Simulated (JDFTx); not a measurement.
**Ge: single point with LDA**

**What was measured.**

From “Electronic and optical properties of SixGe1-x-ySny alloys lattice-matched to Ge”, 2021, arxiv:2109.02782, for a bulk crystal of Ge at 300 K: band gap 0.807 eV (direct).

Crystal: Ge.

```
CELL_PARAMETERS angstrom
0.00000 2.82891 2.82891
2.82891 0.00000 2.82891
2.82891 2.82891 0.00000
ATOMIC_POSITIONS crystal
Ge 0.75000 0.75000 0.75000
Ge 0.50000 0.50000 0.50000
```

```yaml
Program: JDFTx 1.7.0 (patched build)
Task: single point
Functional: LDA
Potentials_or_basis: PseudoDojo-SR-LDA-0.4.1-standard with smoothed tails
Cutoff: 1061 eV
Density_cutoff: 8490 eV
k_mesh: 8 × 8 × 8
Occupations: fermi-dirac, width 0.05 eV
Spin: no spin polarisation
Local_potential_set_to_-Z/r_beyond: 6 bohr
Bands: 21
Density_cutoff_over_wavefunction_cutoff: 8
Max_SCF_steps: 100
SCF_threshold_on_the_energy: 1e-09 Ha
Solver_of_the_electrons: scf
Further_solve_for_the_empty_bands: yes
```

* Pressure: -1.4 GPa
* Band gap on the k mesh: none (metal or under the smearing width)

Levels at points of the mesh, in eV from the Fermi level:
```tsv
k point	band 12	band 13	band 14	band 15	band 16
(0.00, 0.00, 0.00)	-0.17	0.02	0.02	0.02	2.56
(0.00, 0.00, 0.50)	-7.62	-1.38	-1.38	0.07	3.75
(0.00, 0.50, 0.50)	-8.92	-3.05	-3.05	0.69	0.69
```

Wall time 40 s on 1 thread of AMD EPYC 9R45 96-Core Processor (Zen 5) (shared host), peak memory 0.16 GiB.

Measured gap of Ge: 0.807 eV (direct; 300 K; “Electronic and optical properties of SixGe1-x-ySny alloys lattice-matched to Ge”, 2021, arxiv:2109.02782). This calculation gives 0.00 eV (-0.81 eV). 3 values of this kind are on record (0.666 to 0.807 eV); this one was drawn at random among those near their median. Spin-orbit coupling on Ge is left out. The value is that of LDA on a finite k mesh, which can miss the band edges, without temperature or zero-point motion. Semilocal functionals fall short of measured gaps as a rule.

Caveat: this crystal is a semiconductor, whose small gap the functional closes, so the metal is an error of the method.
